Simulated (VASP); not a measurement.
# Pt: convergence, equation of state

Pt, Fm-3m (no. 225), 1 atom in the cell. PBEsol; PAW potentials Pt (PBE set). VASP 6.6.1.

Wanted: equilibrium volume within 0.05 %; bulk modulus within 0.4 %.

What the run is for: equation of state; Accuracy asked: tight.

The series start from Plane-wave cutoff (eV): 300; Smearing width (eV): 0.07; k-point mesh: 16 × 16 × 16; Volumes: 5 from 0.92 to 1.08; Precision mode (PREC): Accurate; Electronic threshold (eV): 1e-6; Aspherical gradient terms in the spheres (LASPH): yes; Start of each volume: each volume from scratch. Each series keeps the choices made before it, and each single choice may use up half of a tolerance. Times cover all steps of a run.

## Plane-wave cutoff (eV)

| Plane-wave cutoff (eV) | Equilibrium volume (Å³/atom) | Bulk modulus (GPa) | Time (s) |
|---|---|---|---|
| 180 | 14.67 | 292.6 | 16 |
| 230 | 15.04 | 287.7 | 20 |
| 260 | 15.01 | 289.1 | 24 |
| 300 | 15.01 | 288.8 | 24 |
| 340 | 15.01 | 289.4 | 41 |
| 400 | 15.01 | 289.9 | 53 |
| 480 | 15.01 | 290 | 61 |
| 600 (reference) | 15.01 | 290.3 | 65 |

Chosen: 400, the loosest value from which every tighter one stays within half of the tolerance.

## Smearing width (eV)

| Smearing width (eV) | Equilibrium volume (Å³/atom) | Bulk modulus (GPa) | Time (s) |
|---|---|---|---|
| 0.3 | 15.02 | 288.7 | 48 |
| 0.2 | 15.02 | 289.5 | 48 |
| 0.15 | 15.02 | 289.7 | 48 |
| 0.1 | 15.01 | 289.8 | 48 |
| 0.07 | 15.01 | 289.9 | 53 |
| 0.04 (reference) | 15.01 | 290 | 47 |

Chosen: 0.15.

## k-point mesh

| k-point mesh | Equilibrium volume (Å³/atom) | Bulk modulus (GPa) | Time (s) |
|---|---|---|---|
| 5 × 5 × 5 | 15.29 | 278.9 | 11 |
| 7 × 7 × 7 | 15.11 | 286.4 | 13 |
| 8 × 8 × 8 | 14.98 | 293.1 | 18 |
| 10 × 10 × 10 | 15.03 | 289.3 | 24 |
| 13 × 13 × 13 | 15.01 | 289.5 | 40 |
| 16 × 16 × 16 | 15.02 | 289.7 | 48 |
| 19 × 19 × 19 (reference) | 15.02 | 289.3 | 84 |

Chosen: 13 × 13 × 13.

## Volumes

| Volumes | Equilibrium volume (Å³/atom) | Bulk modulus (GPa) | Time (s) |
|---|---|---|---|
| 5 from 0.88 to 1.12 | 15.01 | 289.1 | 36 |
| 5 from 0.92 to 1.08 | 15.01 | 289.5 | 40 |
| 7 from 0.91 to 1.09 (reference) | 15.01 | 289.4 | 52 |

Chosen: 5 from 0.88 to 1.12.

## Precision mode (PREC)

| Precision mode (PREC) | Equilibrium volume (Å³/atom) | Bulk modulus (GPa) | Time (s) |
|---|---|---|---|
| SingleN | 15.01 | 289.3 | 26 |
| Normal | 15.01 | 289.1 | 22 |
| Accurate (reference) | 15.01 | 289.1 | 36 |

Chosen: SingleN.

## Electronic threshold (eV)

| Electronic threshold (eV) | Equilibrium volume (Å³/atom) | Bulk modulus (GPa) | Time (s) |
|---|---|---|---|
| 0.001 | 15.01 | 289.3 | 20 |
| 0.0001 | 15.01 | 289.3 | 18 |
| 1e-5 | 15.01 | 289.3 | 16 |
| 1e-6 | 15.01 | 289.3 | 26 |
| 1e-7 (reference) | 15.01 | 289.3 | 19 |

Chosen: 0.001.

## Aspherical gradient terms in the spheres (LASPH)

| Aspherical gradient terms in the spheres (LASPH) | Equilibrium volume (Å³/atom) | Bulk modulus (GPa) | Time (s) |
|---|---|---|---|
| no | 15.01 | 289.3 | 13 |
| yes (reference) | 15.01 | 289.3 | 20 |

Chosen: no.

## Start of each volume

| Start of each volume | Equilibrium volume (Å³/atom) | Bulk modulus (GPa) | Time (s) |
|---|---|---|---|
| each volume from scratch | 15.01 | 289.3 | 13 |
| orbitals of the volume before (WAVECAR) | 15.01 | 289.2 | 8.1 |

Chosen: orbitals of the volume before (WAVECAR), the fastest of those that stay within half of the tolerance.

## All choices together

| Input | Equilibrium volume (Å³/atom) | Bulk modulus (GPa) | Time (s) |
|---|---|---|---|
| the program's defaults (naive) | 14.9 | 322.2 | 3.7 |
| chosen settings | 15.01 | 289.2 | 8.1 |
| reference settings throughout | 15.01 | 290 | 192 |

The tolerance is met.

## The input

INCAR:
```
ALGO     = Normal         # electronic algorithm
EDIFF    = 0.001          # SCF threshold, eV
ENCUT    = 400            # plane-wave cutoff, eV
GGA      = PS             # functional
GGA_COMPAT= F            
ISIF     = 2              # what is computed and relaxed
ISMEAR   = 0              # smearing method
LASPH    = F              # aspherical terms in the spheres
LCHARG   = F              # write CHGCAR
LREAL    = F              # projectors in reciprocal space
LWAVE    = T              # write WAVECAR
NELM     = 120            # most SCF steps
NSW      = 0              # ionic steps
PREC     = SingleN        # precision mode
SIGMA    = 0.15           # smearing width, eV
```

KPOINTS:
```
Automatic mesh
0
Gamma
  13 13 13
  0 0 0
```

POSCAR.step1:
```
Pt
1.0
    0.0000000000      1.8790990395      1.8790990395
    1.8790990395      0.0000000000      1.8790990395
    1.8790990395      1.8790990395      0.0000000000
Pt
1
Direct
    0.0000000000      0.0000000000      0.0000000000
```

POSCAR.step2:
```
Pt
1.0
    0.0000000000      1.9208704006      1.9208704006
    1.9208704006      0.0000000000      1.9208704006
    1.9208704006      1.9208704006      0.0000000000
Pt
1
Direct
    0.0000000000      0.0000000000      0.0000000000
```

POSCAR.step3:
```
Pt
1.0
    0.0000000000      1.9609000000      1.9609000000
    1.9609000000      0.0000000000      1.9609000000
    1.9609000000      1.9609000000      0.0000000000
Pt
1
Direct
    0.0000000000      0.0000000000      0.0000000000
```

POSCAR.step4:
```
Pt
1.0
    0.0000000000      1.9993587835      1.9993587835
    1.9993587835      0.0000000000      1.9993587835
    1.9993587835      1.9993587835      0.0000000000
Pt
1
Direct
    0.0000000000      0.0000000000      0.0000000000
```

POSCAR.step5:
```
Pt
1.0
    0.0000000000      2.0363923369      2.0363923369
    2.0363923369      0.0000000000      2.0363923369
    2.0363923369      2.0363923369      0.0000000000
Pt
1
Direct
    0.0000000000      0.0000000000      0.0000000000
```

Commands (each step's output is kept before the next begins):
```
cat potpaw_PBE.64/Pt/POTCAR > POTCAR
cp POSCAR.step1 POSCAR
mpirun -np 1 vasp_std > vasp.out
cp POSCAR.step2 POSCAR
mpirun -np 1 vasp_std > vasp.out
cp POSCAR.step3 POSCAR
mpirun -np 1 vasp_std > vasp.out
cp POSCAR.step4 POSCAR
mpirun -np 1 vasp_std > vasp.out
cp POSCAR.step5 POSCAR
mpirun -np 1 vasp_std > vasp.out
```

The chosen input took VASP 6.6.1 8.1 s on 1 core (Intel Xeon Platinum 8259CL @ 2.50GHz (Skylake/Cascade Lake)), a shared host.

## An input that fails: cutoff far too low

It runs to its end, but against the unchanged starting input it is off by 4 % in the equilibrium volume, 229 % in the bulk modulus.

Changes against the starting input:
```
(all steps)
- PREC = Accurate
- NELM = 120
- ENCUT = 300
+ PREC = Low
+ NELM = 90
+ ENCUT = 140
```
